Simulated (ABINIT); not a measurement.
The system is HfC.

```
CELL_PARAMETERS angstrom
0.00000 2.32500 2.32500
2.32500 0.00000 2.32500
2.32500 2.32500 0.00000
ATOMIC_POSITIONS crystal
Hf 0.50000 0.50000 0.50000
C 0.00000 0.00000 0.00000
```

| Property | Result |
| --- | --- |
| Program | ABINIT 10.8.3 (patched build) |
| Task | single point |
| Functional | PBE |
| Potentials or basis | JTH PAW PBE v2.0 |
| Cutoff | 517 eV |
| k mesh | 10 × 10 × 10 |
| Occupations | fermi-dirac, width 0.05 eV |
| Spin | no spin polarisation |

On this cell: pressure 0.0 GPa; largest force zero by symmetry; band gap on the k mesh none (metal or under the smearing width).

The same run follows on a disturbed copy (atoms moved at random, drawn with an rms of 0.05 Å):

```xyz
2
Lattice="0.0000 2.3250 2.3250 2.3250 0.0000 2.3250 2.3250 2.3250 0.0000" Properties=species:S:1:pos:R:3 pbc="T T T"
Hf    2.3174    2.2719    2.3181
C     0.0297   -0.0376    0.0215
```

Task: What changes?

Result: The energy (extrapolated to zero smearing) moves by +4.9 meV/atom; pressure 0.3 GPa; largest force 0.367 eV/Å; band gap on the k mesh none (metal or under the smearing width).

Forces in eV/Å, atoms in the order of the input:
```
Hf   0.277  0.116  0.212
C   -0.277 -0.116 -0.212
```

Stress tensor (GPa, compression positive):
```
 0.42 -0.08 -0.16
-0.08  0.09 -0.07
-0.16 -0.07  0.25
```
